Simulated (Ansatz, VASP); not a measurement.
Pt: VASP beside Ansatz

The input INCAR:

```
PREC = Accurate
ENCUT = 520
EDIFF = 1E-7
ISMEAR = 0
SIGMA = 0.15
LREAL = F
LASPH = T
NELM = 80
ALGO = Normal
ISIF = 2
LWAVE = F
LCHARG = T
GGA = PE
LELF = T
LVHAR = T
NBANDS = 17
```

KPOINTS

```
regular mesh
0
Gamma
  18 18 10
```

The input POSCAR:

```
Pt
1.0
    2.7103000000      0.0000000000      0.0000000000
   -1.3551500000      2.3471886519      0.0000000000
    0.0000000000      0.0000000000      4.7216000000
Pt
2
Direct
    0.6666666667      0.3333333333      0.7500000000
    0.3333333333      0.6666666667      0.2500000000
```

Input for Ansatz:

```yaml
crystal:
  lattice:
    - [2.7103, 0.0, 0.0]
    - [-1.35515, 2.3471886519, 0.0]
    - [0.0, 0.0, 4.7216]
  atoms:
    - { symbol: Pt, position: [0.6666666667, 0.3333333333, 0.75] }
    - { symbol: Pt, position: [0.3333333333, 0.6666666667, 0.25] }
basis:
  ecutwfc: 420
kpoints:
  mp_grid: { grid: [18, 18, 10] }
hamiltonian:
  xc: pbe
scf:
  occupations: { method: gaussian, width: 0.15 }
output:
  forces: true
  stress: true
  eigenvalues: true
```

Alike in both runs: task single point; functional PBE; k mesh 18 × 18 × 10; occupations gaussian, width 0.15 eV; no spin polarisation.

|  | VASP | Ansatz |
| --- | --- | --- |
| version | VASP 6.6.1 | Ansatz 0.2.0 |
| potentials or method | VASP PAW PBE potentials, release 64 (Pt) | scalar-relativistic, plane waves, PAW |
| plane-wave cutoff (eV) | 520 | 420 |
| valence electrons in the cell | 20 | 36 |

```csv
,VASP,Ansatz,Ansatz less VASP
gap on the k mesh at the Fermi level (eV),none,none,-
pressure (GPa),13.0,13.5,+0.53
largest component of the traceless stress (GPa),2.43,2.37,-0.057
```

A gap of «none» marks a metal or a gap that the smearing closes. The two sets of potentials don't hold the same shells in valence.

Spin-orbit coupling is left out, which matters for the levels of Pt.
